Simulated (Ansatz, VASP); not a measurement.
# Pt in VASP and in Ansatz

```
CELL_PARAMETERS angstrom
0.00000 2.15369 1.95790
2.15369 0.00000 1.95790
2.15369 2.15369 0.00000
ATOMIC_POSITIONS crystal
Pt 0.00000 0.00000 0.00000
```

Change from the starting cell: strain +0.1000 x Voigt [1, 1, 0, 0, 0, 0], atoms carried along.

Alike in both runs: task single point; functional PBEsol; k mesh 20 × 20 × 20; occupations gaussian, width 0.15 eV; no spin polarisation.

```csv
,VASP,Ansatz
version,VASP 6.6.1,Ansatz 0.2.0
potentials or method,"VASP PAW PBE potentials, release 64 (Pt)","scalar-relativistic, plane waves, PAW"
plane-wave cutoff (eV),520,420
valence electrons in the cell,10,18
```

VASP gave:

| Item | Value |
| --- | --- |
| gap on the k mesh at the Fermi level (eV) | none |
| pressure (GPa) | -32.1 |
| largest component of the traceless stress (GPa) | 1.72 |

Question: Which values does Ansatz return?

Answer: gap on the k mesh at the Fermi level (eV): none; pressure (GPa): -31.9; largest component of the traceless stress (GPa): 1.72.

A gap of «none» marks a metal or a gap that the smearing closes. With one functional, cell and mesh, what is left measures potentials, basis and numerics. The two sets of potentials don't hold the same shells in valence.

Caveats: the cell as given lies far from equilibrium; so large a pressure means that the cell lies far from this level's equilibrium, or that cutoff or potentials fall short (VASP); the potentials were made for another functional, which shifts forces and pressure (VASP). Spin-orbit coupling is left out, which matters for the levels of Pt.
